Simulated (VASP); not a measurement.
A run of VASP 6.6.1:

File INCAR:

```
SYSTEM = TiN
PREC = Accurate
ENCUT = 600
EDIFF = 1E-7
ISMEAR = 1
SIGMA = 0.1
LREAL = .False.
LASPH = .True.
NELM = 80
ALGO = Normal
ISIF = 3
LWAVE = .False.
LCHARG = .False.
GGA = CA
IBRION = 2
NSW = 90
EDIFFG = -0.005
```

The input KPOINTS:

```
Automatic mesh
0
Gamma
  16 16 16
  0 0 0
```

POSCAR

```
TiN                                     
1.0
    0.0000000000      2.0879044249      2.0879044249
    2.0879044249      0.0000000000      2.0879044249
    2.0879044249      2.0879044249      0.0000000000
  Ti              N             
     1     1
Direct
     1.0000000000000000    1.0000000000000000    0.0000000000000000
     0.5000000000000000    0.5000000000000000    0.5000000000000000
```

Potentials or basis: VASP PAW LDA potentials, release 64 (Ti_sv, N).

Command:

```sh
$ cat potpaw_LDA.64/Ti_sv/POTCAR potpaw_LDA.64/N/POTCAR > POTCAR
$ mpirun -np 1 vasp_std > vasp.out
```

Hardware: 1 thread of Intel(R) Xeon(R) 6975P-C (Granite Rapids), on a shared host.

**Question.** Estimate the wall time of this run.

**Answer.** Run time: 11 s on 1 thread of Intel(R) Xeon(R) 6975P-C (Granite Rapids) (shared host), peak memory 0.16 GiB. Counts: scf iterations 15, k points 145, ion steps 1.
